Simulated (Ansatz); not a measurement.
Input and command of a calculation in Ansatz (plane waves; scalar-relativistic PAW potentials unless the input names others):

```yaml
crystal:
  lattice:
    - [0.0, 3.33786252, 3.33786252]
    - [3.33786252, 0.0, 3.33786252]
    - [3.33786252, 3.33786252, 0.0]
  atoms:
    - { symbol: Mg, position: [0.25, 0.25, 0.25] }
    - { symbol: Mg, position: [0.75, 0.75, 0.75] }
    - { symbol: Ge, position: [0.0, 0.0, 0.0] }
basis:
  ecutwfc: 420
  ecutrho_ratio: 0
kpoints:
  mp_grid: { grid: [10, 10, 10] }
hamiltonian:
  xc: pbesol
scf:
  occupations: { method: gaussian, width: 0.05 }
  max_iter: 60
output:
  forces: true
  eigenvalues: true
  stress: true
```

```bash
ansatz run input.yaml --threads 1 --pin off --max-ram 1331MiB --backend cpu --events-out ev --progress --plain --runs-dir out
```

Question: Will this input run?

Answer: The program refuses it, because of a density cutoff too low for products of the waves, which reach up to 4 times the waves' cutoff (basis.ecutrho_ratio: not typed → 0). Without that key it is accepted.

Abridged log:
```
Error: invalid value for `basis.ecutrho_ratio`: must be in [1, 1024]; got 0
```